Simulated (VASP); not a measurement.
Crystal: Al2O3 (Corundum).

```
Al O
1.0
     2.38025    1.37424    4.33187
    -2.38025    1.37424    4.33187
     0.00000   -2.74848    4.33187
Al O
4 6
Direct
  0.85216 0.85216 0.85216
  0.64784 0.64784 0.64784
  0.14784 0.14784 0.14784
  0.35216 0.35216 0.35216
  0.05668 0.75000 0.44332
  0.75000 0.44332 0.05668
  0.44332 0.05668 0.75000
  0.94332 0.25000 0.55668
  0.25000 0.55668 0.94332
  0.55668 0.94332 0.25000
```

```yaml
Program: VASP 6.6.1
Task: relaxation of cell and atoms
Functional: vdW-DF2
Potentials_or_basis: VASP PAW PBE potentials, release 64 (Al, O)
Cutoff: 600 eV
k_mesh: 7 × 7 × 7
Occupations: fermi-dirac, width 0.05 eV
Spin: no spin polarisation
```

At the start: pressure 14.1 GPa; volume 8.50 Å³/atom.

**Question.** Where does the relaxation end?

**Answer.** Over 9 steps the energy falls by 21.5 meV/atom and the volume is 9.01 Å³/atom (+5.9 %); space group R-3c (No. 167, to 0.05 Å).

Step by step:
```tsv
step	energy change (eV)	largest force (eV/Å)	pressure (GPa)	volume (Å³)
1	0.0000	0.1215	14.15	85.02
2	-0.0681	0.1216	-9.77	94.59
3	-0.2125	0.1148	-0.10	90.08
4	-0.2125	0.1148	0.15	89.98
5	-0.2143	0.0346	0.16	89.99
6	-0.2143	0.0145	0.17	90.00
7	-0.2146	0.0033	-0.14	90.12
8	-0.2146	0.0039	-0.12	90.12
9	-0.2146	0.0011	0.03	90.05
```

Final structure:
```
Al O
1.0
     2.42716    1.40132    4.41285
    -2.42716    1.40132    4.41285
     0.00000   -2.80264    4.41285
Al O
4 6
Cartesian
  0.0000 0.0000 11.2925
  0.0000 0.0000 8.5653
  0.0000 0.0000 1.9461
  0.0000 0.0000 4.6732
  -1.6832 -0.1128 5.5161
  0.7440 1.5141 5.5161
  0.9393 -1.4013 5.5161
  1.6832 0.1128 7.7225
  -0.7440 -1.5141 7.7225
  -0.9393 1.4013 7.7225
```

Caveat: the PAW data sets were made with another functional, which shifts forces and pressure a little.
